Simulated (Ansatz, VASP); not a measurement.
# Two plane-wave programs on I

```xyz
1
Lattice="0.0000 2.1785 2.1785 2.1785 0.0000 2.1785 2.1785 2.1785 0.0000" Properties=species:S:1:pos:R:3 pbc="T T T"
I     0.0000    0.0000    0.0000
```

Change from the starting cell: volume scaled by 0.65, PAW files.

Alike in both runs: task single point; functional PBEsol; k mesh 14 × 14 × 14; occupations fermi-dirac, width 0.05 eV; no spin polarisation.

```csv
,VASP,Ansatz
version,VASP 6.6.1,Ansatz 0.2.0
potentials or method,"VASP PAW PBE potentials, release 64 (I)","PAW with Ansatz's default frozen-core files, scalar-relativistic"
plane-wave cutoff (eV),520,420
valence electrons in the cell,7,17
```

```tsv
	VASP	Ansatz	Ansatz less VASP
pressure (GPa)	43.5	43.5	-0.06
```

The functional is the same, so the differences come from potentials, cutoffs and numerics. The two sets of potentials don't hold the same shells in valence.

Caveats: so large a pressure means that the cell lies far from this level's equilibrium, or that cutoff or potentials fall short (VASP); the potentials were made for another functional, which shifts forces and pressure (VASP); an odd number of electrons without spin polarisation forces a metal; a magnetic or distorted state may lie lower. The runs have no spin-orbit coupling, so splittings on I are missing.
